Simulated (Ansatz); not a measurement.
The system is TiO2.

```
Ti O
1.0
     2.70603   -2.70666    0.00000
     2.70603    2.70666    0.00000
    -2.63353    0.00000    4.79664
Ti O
2 4
Direct
  0.86589 0.13411 0.75000
  0.13411 0.86589 0.25000
  0.08876 0.33122 0.16715
  0.91124 0.66878 0.83285
  0.66878 0.91124 0.33285
  0.33122 0.08876 0.66715
```

The cell is a database's computed one.

| Item | Value |
| --- | --- |
| Program | Ansatz 0.2.0 |
| Task | relaxation of cell and atoms |
| Functional | r2SCAN |
| Potentials or basis | Ansatz PAW |
| Cutoff | 500 eV (not typed: the program's choice for these potentials) |
| k mesh | 8 × 8 × 6 |
| Occupations | fermi-dirac, width 0.05 eV |
| Spin | no spin polarisation |

At the start: volume 11.71 Å³/atom.

How do energy, volume and symmetry change on relaxing?

It ends after 7 steps and the volume is 11.40 Å³/atom (-2.7 %); space group I4_1/amd (No. 141, to 0.05 Å).

Step by step:
| step | energy change (eV) | largest force (eV/Å) | volume (Å³) |
| --- | --- | --- | --- |
| 1 | 0.0000 | 0.2282 | 70.26 |
| 2 | -0.0421 | 0.0814 | 68.86 |
| 3 | -0.0475 | 0.0898 | 68.29 |
| 4 | -0.0509 | 0.0142 | 68.35 |
| 5 | -0.0509 | 0.0084 | 68.41 |
| 6 | -0.0510 | 0.0006 | 68.39 |
| 7 | -0.0498 | 0.0004 | 68.39 |

Final structure:
```cif
data_structure
_symmetry_space_group_name_H-M 'P 1'
_symmetry_Int_Tables_number 1
_cell_length_a 3.7777
_cell_length_b 3.7777
_cell_length_c 5.4864
_cell_angle_alpha 110.140
_cell_angle_beta 110.140
_cell_angle_gamma 90.000
_cell_volume 68.39
loop_
_atom_site_label
_atom_site_type_symbol
_atom_site_fract_x
_atom_site_fract_y
_atom_site_fract_z
_atom_site_occupancy
Ti1 Ti 0.87501 0.12499 0.75000 1
Ti2 Ti 0.12499 0.87501 0.25000 1
O1 O 0.08225 0.33228 0.16454 1
O2 O 0.91775 0.66772 0.83546 1
O3 O 0.66772 0.91775 0.33546 1
O4 O 0.33228 0.08225 0.66454 1
```

Caveat: the plane-wave basis is chosen anew once the cell has moved, so the energies of steps on either side of that aren't comparable; the PAW data sets come from PBE, with cores solved anew for the run's functional, which leaves a small shift of forces and pressure.
